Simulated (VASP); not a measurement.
# La (P6_3/mmc) in VASP: further runs

Runs on La. Level: LDA. Tasks: single point.

All numbers are computed with VASP 6.6.1; they aren't measurements. Logs are shortened: lines on timing, memory, paths and dates and some standing lists are left out, and cuts for length are marked.

**1. The crystal as given**

It takes space group P6_3/mmc (No. 194, hexagonal). The conventional cell has a = 3.750 Å, b = 3.750 Å, c = 6.070 Å, α = 90.00°, β = 90.00°, γ = 120.00°. La (site symmetry -6m2) is surrounded by 12 La at 3.73 to 3.75 Å.

This isn't the form of La at room conditions, which is double hcp.

**2. Single point, LDA**

Input file INCAR:

```
SYSTEM = La
PREC = Accurate ; ENCUT = 400
EDIFF = 1E-6 ; ISMEAR = 1
SIGMA = 0.1 ; LREAL = .FALSE.
LASPH = .TRUE. ; NELM = 100
ALGO = Normal ; ISIF = 2
LWAVE = .FALSE. ; LCHARG = .FALSE.
GGA = CA ; ADDGRID = .FALSE.
```

Input file KPOINTS:

```
Automatic mesh
0
G
  17 17 10
  0 0 0
```

Input file POSCAR:

```
La
1.0
    3.7500000000      0.0000000000      0.0000000000
   -1.8750000000      3.2475952642      0.0000000000
    0.0000000000      0.0000000000      6.0700000000
La
2
Direct
    0.6666666667      0.3333333333      0.7500000000
    0.3333333333      0.6666666667      0.2500000000
```

Potentials or basis: VASP PAW LDA potentials, release 64 (La).

The run is started by

```sh
$ cat potpaw_LDA.64/La/POTCAR > POTCAR
$ mpirun -np 1 vasp_std > vasp.out
```

OUTCAR:

```text
SYSTEM = La
   PREC = Accurate
   ENCUT = 400
   EDIFF = 1E-6
   ISMEAR = 1
   LREAL = .FALSE.
   LASPH = .TRUE.
   NELM = 100
   ISIF = 2
   GGA = CA

 Found    198 irreducible k-points:

 Following reciprocal coordinates:
            Coordinates               Weight
  0.000000  0.000000  0.000000      1.000000
  0.058824  0.000000  0.000000      6.000000
  0.117647 -0.000000  0.000000      6.000000
  0.176471  0.000000  0.000000      6.000000
  0.235294 -0.000000  0.000000      6.000000
  0.294118  0.000000  0.000000      6.000000
   k-points           NKPTS =    198   k-points in BZ     NKDIM =    198   number of bands    NBANDS=     15
   number of dos      NEDOS =    301   number of ions     NIONS =      2
   total plane-waves  NPLWV =  23040
   dimension x,y,z NGX =    24 NGY =   24 NGZ =   40
   dimension x,y,z NGXF=    48 NGYF=   48 NGZF=   80
   ions per type =               2
   NGX,Y,Z   is equivalent  to a cutoff of  10.64, 10.64, 10.96 a.u.
   NGXF,Y,Z  is equivalent  to a cutoff of  21.28, 21.28, 21.91 a.u.
 SYSTEM =  La
   PREC   = accura    normal or accurate (medium, high low for compatibility)
   ISTART =      0    job   : 0-new  1-cont  2-samecut
   ICHARG =      2    charge: 1-file 2-atom 10-const
   ISPIN  =      1    spin polarized calculation?
   LNONCOLLINEAR =      F non collinear calculations
   LSORBIT =      F    spin-orbit coupling
   LASPH  =      T    aspherical Exc in radial PAW
   ENCUT  =  400.0 eV  29.40 Ry    5.42 a.u.   6.12  6.12  9.90*2*pi/ulx,y,z
   NELM   =    100;   NELMIN=  2; NELMDL= -5     # of ELM steps
   EDIFF  = 0.1E-05   stopping-criterion for ELM
   LREAL  =      F    real-space projection
   EDIFFG = 0.1E-04   stopping-criterion for IOM
   NSW    =      0    number of steps for IOM
   IBRION =     -1    ionic relax: 0-MD 1-quasi-New 2-CG
   NFREE  =      0    steps in history (QN), initial steepest desc. (CG)
   ISIF   =      2    stress and relaxation
   ISYM   =      2    0-nonsym 1-usesym 2-fastsym
   POTIM  = 0.5000    time-step for ionic-motion
   TEBEG  =    0.0;   TEEND  =   0.0 temperature during run
   PSTRESS=    0.0 pullay stress
   NELECT =      22.0000    total number of electrons
   NUPDOWN=      -1.0000    fix difference up-down
   EMIN   =  10.00;   EMAX   =-10.00  energy-range for DOS
   EFERMI =   0.00;   METHOD = LEGACY
   ISMEAR =     1;   SIGMA  =   0.10  broadening in eV -4-tet -1-fermi 0-gaus
   EFERMI_NEDOS =   21; number of points for ismear=-14 and -15
   IALGO  =     38    algorithm
   IMIX   =      4    mixing-type and parameters
     AMIX     =   0.40;   BMIX     =  1.00
     AMIX_MAG =   1.60;   BMIX_MAG =  1.00
  volume/ion in A,a.u.               =      36.96       249.43
  Fermi-wavevector in a.u.,A,eV,Ry     =   1.093004  2.065478 16.254307  1.194658
  Thomas-Fermi vector in A             =   2.229281
   LORBIT       =      0    0 simple, 1 ext, 2 COOP (PROOUT), +10 PAW based schemes
   GGA     = CA    functional components
   LHFCALC =     F    Hartree Fock is set to
   AEXX    =    0.0000 exact exchange contribution
   IVDW    =     0    specifies the selected vdW correction
   LEPSILON=     F    determine dielectric tensor
   LRPA    =     F    only Hartree local field effects (RPA)
 non-spin polarized calculation
 Methfessel and Paxton  Order N= 1 SIGMA  =   0.10
  energy-cutoff  :      400.00
  volume of cell :       73.92
 maximum number of plane-waves:      1358
   NGX = 13   NGY = 13   NGZ = 19

 number of electron      22.0000001 magnetization

 Free energy of the ion-electron system (eV)
  ---------------------------------------------------
  ext. energy  EPLUGINS =         0.00000000
  ---------------------------------------------------
  free energy    TOTEN  =       -10.99240420 eV

  energy without entropy =      -10.99322297  energy(sigma->0) =      -10.99267713

 E-fermi :   7.6948     XC(G=0):  -9.7837

 val. band max:        7.6943147487   @ k =   0.4118   0.1176   0.4000
 cond. band min:       7.6976094809   @ k =   0.3529   0.2941   0.0000
 fundamental gap:      0.0032947322
 Fermi energy:         7.6948430824

 k-point     1 :       0.0000    0.0000    0.0000
  band No.  band energies     occupation
      1     -25.0466      2.00000
      2     -24.8373      2.00000
      3      -9.4479      2.00000
      4      -8.2196      2.00000
      5      -8.2196      2.00000
      6      -8.0288      2.00000
      7      -8.0288      2.00000
      8      -7.9973      2.00000
      9       4.5034      2.00000
     10       5.9287      2.00000
     11       8.6914     -0.00000
     12       8.9872     -0.00000
     13       8.9899     -0.00000
     14       9.0654     -0.00000
     15       9.1426     -0.00000

 k-point     2 :       0.0588    0.0000    0.0000
  band No.  band energies     occupation
      1     -25.0407      2.00000
      2     -24.8346      2.00000
      3      -9.4330      2.00000
      4      -8.2593      2.00000
      5      -8.2321      2.00000
      6      -8.0698      2.00000
      7      -8.0337      2.00000
      8      -8.0034      2.00000
      9       4.5979      2.00000
     10       6.0167      2.00000
     11       8.4906     -0.00000
     12       9.0092     -0.00000
     13       9.0132     -0.00000
     14       9.0187     -0.00000
     15       9.1383     -0.00000
[... 41 lines left out ...]
      3      -9.2261      2.00000
      4      -8.7377      2.00000
      5      -8.5404      2.00000
      6      -8.3752      2.00000
      7      -8.1031      2.00000
      8      -8.0987      2.00000
      9       5.7098      2.00000
     10       6.6871      2.00000
     11       7.8471     -0.05330
     12       7.9094     -0.00971
     13       8.5745     -0.00000
     14       8.8460     -0.00000
     15       9.1128     -0.00000

 k-point     6 :       0.2941    0.0000    0.0000
  band No.  band energies     occupation
      1     -24.9294      2.00000
      2     -24.7903      2.00000
      3      -9.1185      2.00000
      4      -8.9369      2.00000
      5      -8.7270      2.00000
      6      -8.4328      2.00000
      7      -8.1571      2.00000
      8      -8.1360      2.00000
      9       6.0880      2.00000
     10       6.5888      2.00000
     11       7.3751      2.00006
     12       8.1303     -0.00000
     13       8.7152     -0.00000
     14       8.8113     -0.00000
     15       9.0534     -0.00000

 [... further k-points ...]

------------------------ aborting loop because EDIFF is reached ----------------------------------------

  FORCE on cell =-STRESS in cart. coord.  units (eV):
  Direction    XX          YY          ZZ          XY          YZ          ZX
  --------------------------------------------------------------------------------------
  -------------------------------------------------------------------------------------
  Total       -1.4378100     -1.4378100     -1.4410746      0.0000000     -0.0000000      0.0000000
  in kB      -31.1623511    -31.1623511    -31.2331068      0.0000000     -0.0000000      0.0000000
  external PRESSURE =     -31.1859363 kB  Pullay stress =       0.0000000 kB

 VOLUME and BASIS-vectors are now :
 -----------------------------------------------------------------------------
  energy-cutoff  :      400.00
  volume of cell :       73.92
      direct lattice vectors                 reciprocal lattice vectors
     3.750000000  0.000000000  0.000000000     0.266666667  0.153960072  0.000000000
    -1.875000000  3.247595264  0.000000000     0.000000000  0.307920144  0.000000000
     0.000000000  0.000000000  6.070000000     0.000000000  0.000000000  0.164744646

 POSITION                                       TOTAL-FORCE (eV/Angst)
 -----------------------------------------------------------------------------------
      1.87500      1.08253      4.55250         0.000000      0.000000      0.000000
     -0.00000      2.16506      1.51750        -0.000000      0.000000      0.000000
 -----------------------------------------------------------------------------------
    total drift:                                0.000000     -0.000000      0.000000

  FREE ENERGIE OF THE ION-ELECTRON SYSTEM (eV)
  ---------------------------------------------------
  free  energy   TOTEN  =       -10.9924042035 eV

  energy  without entropy=      -10.9932229730  energy(sigma->0) =      -10.99267713
```

It took 69 s on 1 thread of AMD EPYC 9R45 (Zen 5), shared host; peak memory 0.24 GiB.

These settings aren't checked as converged: the numbers below hold their error.

What came out:

```yaml
Free_energy: -10.9924 eV
Pressure: -3.1 GPa
Band_gap_on_the_k_mesh: none (metal or under the smearing width)
```

**3. Single point, LDA**

INCAR is that of step 2.

KPOINTS is that of step 2.

Input file POSCAR:

```
La
1.0
    3.7500000000      0.0000000000      0.0000000000
   -1.8750000000      3.2475952642      0.0000000000
    0.0000000000      0.0000000000      6.0700000000
La
2
Direct
    0.6527560000      0.3219160000      0.7382770000
    0.3157440000      0.6620370000      0.2676620000
```

Potentials or basis: VASP PAW LDA potentials, release 64 (La).

The run is started by

```sh
$ cat potpaw_LDA.64/La/POTCAR > POTCAR
$ mpirun -np 1 vasp_std > vasp.out
```

Run time: 8.2 min. Hardware: 1 thread of AMD EPYC 9R45 (Zen 5), shared host; peak memory 1.1 GiB.

These settings aren't checked as converged: the numbers below hold their error.

What came out:

| Quantity | Value |
| --- | --- |
| Free energy | -10.9752 eV |
| Pressure | -2.9 GPa |
| Largest force | 0.206 eV/Å |
| Band gap on the k mesh | none (metal or under the smearing width) |

**4. Single point, LDA**

Input file INCAR:

```
SYSTEM = La
PREC = Accurate ; ENCUT = 900
EDIFF = 1E-6 ; ISMEAR = -1
SIGMA = 0.1 ; LREAL = .FALSE.
LASPH = .TRUE. ; NELM = 100
ALGO = Normal ; ISIF = 2
LWAVE = .FALSE. ; LCHARG = .FALSE.
GGA = CA ; ADDGRID = .FALSE.
```

Input file KPOINTS:

```
Automatic mesh
0
G
  13 13 7
  0 0 0
```

Input file POSCAR:

```
La
1.0
    3.7500000000      0.0000000000      0.0000000000
   -1.8750000000      3.2475952642      0.0000000000
    0.0000000000      0.0000000000      6.0700000000
La
2
Direct
    0.6666666667      0.3333333333      0.7500000000
    0.3333333333      0.6666666667      0.2500000000
```

The run is started by

```sh
$ cat potpaw_LDA.64/La/POTCAR > POTCAR
$ mpirun -np 1 vasp_std > vasp.out
```

It took 2.2 min on 1 thread of AMD EPYC 9R45 (Zen 5), shared host; peak memory 0.38 GiB.

The run converged, but some of its settings lie outside the range that counts as converged, so its numbers aren't taken as properties of the crystal.

Results:

```yaml
Free_energy: -11.0616 eV
Pressure: -3.0 GPa
Band_gap_on_the_k_mesh: none (metal or under the smearing width)
```
